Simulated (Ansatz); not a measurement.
CsBr:
```
CsBr
1.0
    4.38949     0.00000     0.00000
    0.00000     4.38949     0.00000
    0.00000     0.00000     4.38949
Cs Br
1 1
Direct
  0.00000   0.00000   0.00000
  0.50000   0.50000   0.50000
```

x, y and z are the axes in which the lattice vectors are written.

Give the high-frequency dielectric tensor and the Born effective charge tensors of the independent atoms from DFPT, the program Ansatz at the PBE level (PAW).


ε∞:
```
2.93  0.00  0.00
0.00  2.93  0.00
0.00  0.00  2.93
```
Z* of atom 1 (Cs), rows: field, columns: displacement, in e:
```
1.32  0.00  0.00
0.00  1.32  0.00
0.00  0.00  1.32
```
Z* of atom 2 (Br), rows: field, columns: displacement, in e:
```
-1.32   0.00   0.00
 0.00  -1.32   0.00
 0.00   0.00  -1.32
```

Static charges for comparison (Bader): Cs1 +0.82, Br2 -0.82 e. Born charges measure polarisation by displacement and can exceed these by far.

Space group Pm-3m (CsCl type). The cell was relaxed with PBE under the symmetry of its start; phonons on a q-mesh show no instability. Scalar-relativistic: spin–orbit coupling is off unless named, which matters more the heavier the elements.

Potentials: the later of the program's two PAW sets.
